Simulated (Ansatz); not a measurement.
# ZnS: how the settings move a single-point run

How sensitive is a single-point run of ZnS to its settings? A reference run comes first, then two runs with altered input. The cell is built on a prototype (CsCl type) and needn't be the phase found in nature.

Computed with Ansatz 0.2.0 (reference: DFT, PBE, plane waves, PAW, unless a step's input says otherwise).

2 further runs of the same task are left out: 2 that didn't finish.

### Step 1. The structure to begin with

It takes space group Pm-3m (No. 221, cubic). The conventional cell has a = 3.179 Å, b = 3.179 Å, c = 3.179 Å, α = 90.00°, β = 90.00°, γ = 90.00°. Around Zn (site symmetry m-3m) lie 8 S at 2.75 Å. S (site symmetry m-3m) has 8 Zn at 2.75 Å as nearest neighbours.

Coordinates:

```cif
data_structure
_symmetry_space_group_name_H-M 'P 1'
_symmetry_Int_Tables_number 1
_cell_length_a 3.1792
_cell_length_b 3.1792
_cell_length_c 3.1792
_cell_angle_alpha 90.000
_cell_angle_beta 90.000
_cell_angle_gamma 90.000
_cell_volume 32.13
loop_
_atom_site_label
_atom_site_type_symbol
_atom_site_fract_x
_atom_site_fract_y
_atom_site_fract_z
_atom_site_occupancy
Zn1 Zn 0.00000 0.00000 0.00000 1
S1 S 0.50000 0.50000 0.50000 1
```

### Step 2. The reference run

input.yaml

```yaml
crystal:
  lattice:
    - [3.179233844, 0.0, 0.0]
    - [0.0, 3.179233844, 0.0]
    - [0.0, 0.0, 3.179233844]
  atoms:
    - { symbol: Zn, position: [0.0, 0.0, 0.0] }
    - { symbol: S, position: [0.5, 0.5, 0.5] }
kpoints:
  mp_grid: { grid: [6, 6, 6] }
hamiltonian:
  xc: pbe
scf:
  occupations: { method: fermi_dirac, width: 0.02 }
  n_extra_bands: 4
output:
  forces: true
  stress: true
  eigenvalues: true
```

On the command line:

```
$ ansatz run input.yaml --threads 4 --pin off --max-ram 3686MiB --backend cpu --events-out ev --progress --plain --runs-dir out
```

### Step 3. Changing settings: occupations.method methfessel_paxton, occupations.width 0.5

Changes to input.yaml since step 2:

```diff
@@ -13,3 +13,3 @@
 scf:
-  occupations: { method: fermi_dirac, width: 0.02 }
+  occupations: { method: methfessel_paxton, width: 0.5 }
   n_extra_bands: 4
```

### Step 4. Variant: xc lda

Changes to input.yaml since step 2:

```diff
@@ -11,3 +11,3 @@
 hamiltonian:
-  xc: pbe
+  xc: lda
 scf:
```

Before running it: what results should come out? Wanted: for each run, ending; energy change; pressure; gap; force.

As calculated:

```csv
run,ending,energy change,pressure (GPa),gap (eV),force (eV/Å),cycles,time
reference,converged,0,1.0,0.00,0.00,7,1.4 s
"1: occupations.method methfessel_paxton, occupations.width 0.5",converged,-5.7 meV/atom (σ→0),1.1,0.00,0.00,5,1.1 s
2: xc lda,converged,not comparable,-6.7,0.00,0.00,7,1.2 s
```

Residual by cycle in the longest SCF loop of each run; runs are numbered as in the table. The quantity is the density residual dr2, in eV.

```csv
cycle,reference,run 1,run 2
1,0.00232,5.5e-4,0.0617
2,0.00149,2.4e-4,0.024
3,5.7e-4,7.7e-5,0.0015
4,5.7e-6,1.3e-6,3.3e-5
5,2.4e-7,5.5e-8,4.4e-6
6,2.2e-7,-,4.8e-7
7,7.3e-9,-,5.9e-8
```

What this shows: «occupations.method methfessel_paxton, occupations.width 0.5» moves the energy by -5.7 meV/atom. Semilocal functionals close small gaps, so the missing gap need not be the real solid's.
